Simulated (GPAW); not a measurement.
Crystal: MnO.

```xyz
2
Lattice="0.0000 2.2220 2.2220 2.2220 0.0000 2.2220 2.2220 2.2220 0.0000" Properties=species:S:1:pos:R:3 pbc="T T T"
Mn    0.0000    0.0000    0.0000
O     2.2220    2.2220    2.2220
```

Base run:

* Program: GPAW 26.7.0
* Functional: r2SCAN
* Potentials or basis: GPAW PAW data sets (gpaw-data 1.2.1)
* Cutoff: 800 eV
* Basis: pw
* k mesh: 7 × 7 × 7
* Occupations: fermi-dirac, width 0.05 eV
* Spin: collinear spin, ferromagnetic start
* Starting moments: [4.0, 0.0] μB
* Hubbard terms: Mn d U = 8 eV

Its results: band gap on the k mesh 1.76 eV, indirect (least direct gap 3.34 eV); pressure 9.2 GPa; net moment 5.00 μB per cell; site moments Mn +4.65; O +0.09 μB.

The run is repeated on the same cell with these changes: hubbard terms from Mn d U = 8 eV to Mn d U = 5 eV. What comes out?

Band gap on the k mesh 1.20 eV, indirect (least direct gap 3.27 eV); pressure 7.5 GPa; net moment 5.00 μB per cell; site moments Mn +4.59; O +0.13 μB.

Caveats: the PAW data sets were made with another functional, which shifts forces and pressure a little; an odd mesh through Γ misses points on the zone boundary, where band edges often lie; a cell with one magnetic atom can't hold antiferromagnetic order, which such compounds often take.

Not every run made on this cell is shown here.
